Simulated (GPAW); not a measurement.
**CuCl (Nantokite): G0W0 on several meshes in GPAW**

Aim: the GW shift of CuCl (Nantokite) against the k mesh.

Method: PBE and many-body steps on it, plane waves, in GPAW 26.7.0.

This is a report of a sequence of runs, with most program output left out.

The database entry behind the starting cell differs from later determinations by our own check (0.1 to 0.3 % short, probably kX units), so it need not match the best structure at ambient conditions.

## 1. Set-up

It takes space group F-43m (No. 216, cubic). The conventional cell has a = 5.406 Å, b = 5.406 Å, c = 5.406 Å, α = 90.00°, β = 90.00°, γ = 90.00°. Cu has 4 Cl at 2.34 Å nearest. Nearest to Cl lie 4 Cu at 2.34 Å. Farther neighbours and most contacts between anions are not listed.

As a file:

```xyz
2
Lattice="0.0000 2.7028 2.7028 2.7028 0.0000 2.7028 2.7028 2.7028 0.0000" Properties=species:S:1:pos:R:3 pbc="T T T"
Cu    0.0000    0.0000    0.0000
Cl    1.3514    1.3514    1.3514
```

The cell and positions come from the Crystallography Open Database and are kept as given unless a step says otherwise.

## 2. Empty states on the mesh, 6×6×6 mesh, 597 bands

This step: GPAW 26.7.0; DFT, PBE, plane waves, PAW.

The sums over transitions need many empty states on a uniform mesh; this step solves for them.

run.py reads:

```python
import json
import numpy as np
from gpaw.mpi import world
from gpaw import GPAW

calc = GPAW('gs.gpw').fixed_density(kpts={'size': (6, 6, 6), 'gamma': True},
    parallel={'domain': 1, 'band': 1},
    txt='nscf.txt')
calc.diagonalize_full_hamiltonian(nbands=597)
calc.write('full.gpw', mode='all')
res = {}
kpts = calc.get_ibz_k_points()
res['kpts'] = kpts
res['eigenvalues'] = [calc.get_eigenvalues(kpt=k) for k in range(len(kpts))]
res['n_electrons'] = calc.get_number_of_electrons()

if world.rank == 0:
    with open('result.json', 'w') as f:
        json.dump(res, f, default=lambda x: x.tolist())
```

Run with:

```sh
$ mpirun -n 8 gpaw python run.py
```

Run time: 8.2 s. Hardware: 8 MPI ranks of Intel Xeon 6975P-C (Granite Rapids), shared host; peak memory 2.6 GiB; 63 s of CPU time.

This step gave:

```
gap                                                           : 0.5426 eV
k of the valence top                                          : 0, 0, 0
k of the conduction bottom                                    : 0, 0, 0
least direct gap                                              : 0.5426 eV
k points computed                                             : 16
lowest point of the top converged band, above the valence top : 338.9758 eV
```

On this mesh the gap is 0.543 eV.

## 3. 6×6×6

G0W0 replaces the xc potential by the self-energy, built once from these orbitals. Only a window of levels is corrected, while the sums run over the empty bands that the input names.

This step: G0W0 on PBE, plane waves, PAW.

run.py reads:

```python
import json
import numpy as np
from gpaw.mpi import world
from gpaw.response.g0w0 import G0W0

gw = G0W0('full.gpw',
    filename='gw',
    kpts=[0],
    bands=(7, 11),
    ecut=210,
    nbands=272,
    integrate_gamma='WS',
    ppa=True)
gw.calculate()
res = {mode: {k: v for k, v in r.items() if k != 'sigma_eskwn'}
       for mode, r in gw.all_results.items()}

if world.rank == 0:
    with open('result.json', 'w') as f:
        json.dump(res, f, default=lambda x: x.tolist())
```

Run with:

```sh
$ mpirun -n 8 gpaw python run.py
```

The job ended after 3.7 min (8 MPI ranks; peak memory 2.8 GiB).

Numbers from this step:

```
G0W0 gap on the points computed              : 1.486 eV
least direct G0W0 gap on the computed points : 1.486 eV
Z at the valence top                         : 0.7296
Z at the conduction bottom                   : 0.8192
starting gap on the mesh                     : 0.5426 eV
k of the valence top                         : 0, 0, 0
k of the conduction bottom                   : 0, 0, 0
```

The gap on the mesh goes from 0.54 eV to 1.49 eV, a correction of +0.94 eV.

## 4. Empty states on the mesh, 4×4×4 mesh, 282 bands

This step: DFT, PBE, plane waves, PAW.

run.py reads:

```python
import json
import numpy as np
from gpaw.mpi import world
from gpaw import GPAW

calc = GPAW('gs.gpw').fixed_density(kpts={'size': (4, 4, 4), 'gamma': True},
    parallel={'domain': 1, 'band': 1},
    txt='nscf.txt')
calc.diagonalize_full_hamiltonian(nbands=282)
calc.write('full.gpw', mode='all')
res = {}
kpts = calc.get_ibz_k_points()
res['kpts'] = kpts
res['eigenvalues'] = [calc.get_eigenvalues(kpt=k) for k in range(len(kpts))]
res['n_electrons'] = calc.get_number_of_electrons()

if world.rank == 0:
    with open('result.json', 'w') as f:
        json.dump(res, f, default=lambda x: x.tolist())
```

Run with:

```sh
$ mpirun -n 8 gpaw python run.py
```

It took 4.9 s on 8 MPI ranks; peak memory 2.2 GiB.

Numbers from this step:

* gap: 0.5426 eV
* k of the valence top: 0, 0, 0
* k of the conduction bottom: 0, 0, 0
* least direct gap: 0.5426 eV
* k points computed: 8
* lowest point of the top converged band, above the valence top: 197.3636 eV

On this mesh the gap is 0.543 eV.

## 5. 4×4×4

This step: G0W0 on PBE, plane waves, PAW.

run.py reads:

```python
import json
import numpy as np
from gpaw.mpi import world
from gpaw.response.g0w0 import G0W0

gw = G0W0('full.gpw',
    filename='gw',
    kpts=[0],
    bands=(7, 11),
    ecut=210,
    nbands=272,
    integrate_gamma='WS',
    ppa=True)
gw.calculate()
res = {mode: {k: v for k, v in r.items() if k != 'sigma_eskwn'}
       for mode, r in gw.all_results.items()}

if world.rank == 0:
    with open('result.json', 'w') as f:
        json.dump(res, f, default=lambda x: x.tolist())
```

Run with:

```sh
$ mpirun -n 8 gpaw python run.py
```

Run time: 54 s. Hardware: 8 MPI ranks; peak memory 2.5 GiB; 7.2 min of CPU time.

Numbers from this step:

- G0W0 gap on the points computed: 1.387 eV
- least direct G0W0 gap on the computed points: 1.387 eV
- Z at the valence top: 0.7243
- Z at the conduction bottom: 0.8120
- starting gap on the mesh: 0.5426 eV
- k of the valence top: 0, 0, 0
- k of the conduction bottom: 0, 0, 0

Against G0W0 in GPAW (6×6×6 mesh, 272 bands, screening to 210 eV, Godby-Needs plasmon pole), the gap moves by −0.099 eV.

## 6. The runs together

Times are wall times on 8 MPI ranks of Intel Xeon 6975P-C (Granite Rapids), shared host, good to a factor of about two.

```tsv
run	mesh	bands	screening cutoff (eV)	DFT gap (eV)	gap on the mesh (eV)	direct (eV)	time
6×6×6	6×6×6	272	210	0.543	1.486	1.486	3.7 min
4×4×4	4×4×4	272	210	0.543	1.387	1.387	54 s
```

## 7. Outcome

| Property | Result |
| --- | --- |
| 6×6×6 | 1.486 eV |
| 4×4×4 | 1.387 eV |
| known limits | not at the basis limit; d shell near the gap, gap tends to lie low; coarse k mesh |

In words: 4×4×4: −0.099 eV against 6×6×6. Bands and cutoff are finite, so the gap is not at the basis limit. The miss can reach some tenths of an eV and take either sign; the mesh is an error of its own. These stock PAW sets were not made for GW. In the G0W0 runs levels were corrected at 1 k point alone, so a gap called «on the mesh» is the least over those, and an edge elsewhere would be missed. The 6×6×6 mesh is coarse for this cell, which bears on the long-range parts of exchange and screening. A d shell, filled or nearly so, lies near the gap. One-shot GW converges very slowly in bands there, not always from below, and on a semilocal start the gap tends to come out low; starts rich in exact exchange can overshoot instead.

[Paths, hosts, dates, memory and timing lines, banners, echoed tables and standing remarks are left out of the program output.]

[Logs are printed without paths, hosts, clocks, repeated set-up lines and the standing remarks that a program may print on its own settings, such as how far it seeks lower states.]

[Runs of the session that timed out or met a known fault of the program may be left out.]

[Hosts, paths, dates, database ids (printed as entryN), source tags and the programs' standing remarks are cut or masked in the printed files.]
